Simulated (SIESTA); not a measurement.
C:

```xyz
2
Lattice="0.0000 1.7834 1.7834 1.7834 0.0000 1.7834 1.7834 1.7834 0.0000" Properties=species:S:1:pos:R:3 pbc="T T T"
C     2.6751    2.6751    2.6751
C     1.7834    1.7834    1.7834
```

This isn't the form of C at room conditions, which is graphite.

Base run:

* Program: SIESTA 5.4.2
* Functional: PBE
* Potentials or basis: PseudoDojo 0.4 standard (PBE files)
* Basis: DZ (energy shift 0.003 Ry)
* Grid cutoff: 500 Ry
* Energy shift: 0.003 Ry
* k mesh: 13 × 13 × 13
* Occupations: fermi-dirac, width 0.05 eV
* Spin: no spin polarisation

Its results: band gap on the k mesh 5.42 eV, indirect (least direct gap 5.67 eV); pressure 11.9 GPa.

The run is repeated on the same cell with these changes: functional from PBE to BLYP; basis from DZ (energy shift 0.003 Ry) to DZP (energy shift 0.003 Ry). What comes out?

Band gap on the k mesh 4.53 eV, indirect (least direct gap 5.80 eV); pressure 24.8 GPa.

Several settings changed at once, so the effect can't be laid on one alone.

Caveats: the basis of atomic orbitals isn't converged, which shifts pressures, moduli and gaps; the basis has no polarisation orbitals (some runs); so large a pressure means that the cell lies far from this level's equilibrium, or that cutoff or potentials fall short (some runs); the potentials were made for another functional, which shifts forces and pressure (some runs).
